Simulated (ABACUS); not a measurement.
I:

```
CELL_PARAMETERS angstrom
0.00000 2.36560 3.90984
2.19225 0.00000 3.90984
2.19225 2.36560 0.00000
ATOMIC_POSITIONS crystal
I 0.00000 0.00000 0.00000
```

- Program: ABACUS 3.10.1
- Task: relaxation of cell and atoms
- Functional: PW91
- Potentials or basis: PseudoDojo NC SR 0.4.1 PBE standard
- Cutoff: 1361 eV
- Density cutoff: 5442 eV
- Basis: DZP LCAO (the cutoffs set its grid)
- k mesh: 6 × 6 × 6
- Occupations: fermi-dirac, width 0.05 eV
- Spin: no spin polarisation

At the start: pressure 1.5 GPa; volume 40.55 Å³/atom.

Where does the relaxation end?

Over 43 steps the energy falls by 15.2 meV/atom and the volume is 46.38 Å³/atom (+14.4 %); space group Fmmm (No. 69, to 0.05 Å).

The path:
```
step  energy change (eV)  largest force (eV/Å)  pressure (GPa)  volume (Å³)
   1              0.0000                0.0000            1.53        40.55
   3             -0.0096                0.0000            0.13        42.35
   5             -0.0128                0.0000            0.08        43.54
   7             -0.0136                0.0000            0.23        43.89
   9             -0.0141                0.0000            0.02        44.46
  11             -0.0143                0.0000            0.11        44.52
  13             -0.0145                0.0000           -0.03        44.90
  15             -0.0147                0.0000           -0.02        45.17
  17             -0.0147                0.0000            0.06        45.09
  19             -0.0149                0.0000            0.03        45.33
  21             -0.0150                0.0000            0.02        45.54
  23             -0.0151                0.0000            0.04        45.79
  25             -0.0151                0.0000           -0.02        45.96
  27             -0.0152                0.0000           -0.02        46.14
  29             -0.0152                0.0000            0.02        46.10
  31             -0.0152                0.0000            0.01        46.18
  33             -0.0152                0.0000           -0.02        46.31
  35             -0.0152                0.0000           -0.01        46.33
  37             -0.0152                0.0000            0.00        46.31
  39             -0.0152                0.0000            0.01        46.32
  41             -0.0152                0.0000            0.01        46.34
  43             -0.0152                0.0000            0.00        46.38
```

Final structure:
```
CELL_PARAMETERS angstrom
0.00000 2.40383 4.31332
2.23670 0.00000 4.31332
2.23670 2.40383 0.00000
ATOMIC_POSITIONS crystal
I 0.00000 0.00000 0.00000
```

Caveat: the atomic orbitals were generated for these runs and aren't a published set; the potentials were made for another functional, which shifts forces and pressure; the basis of atomic orbitals isn't converged, which shifts pressures, moduli and gaps.
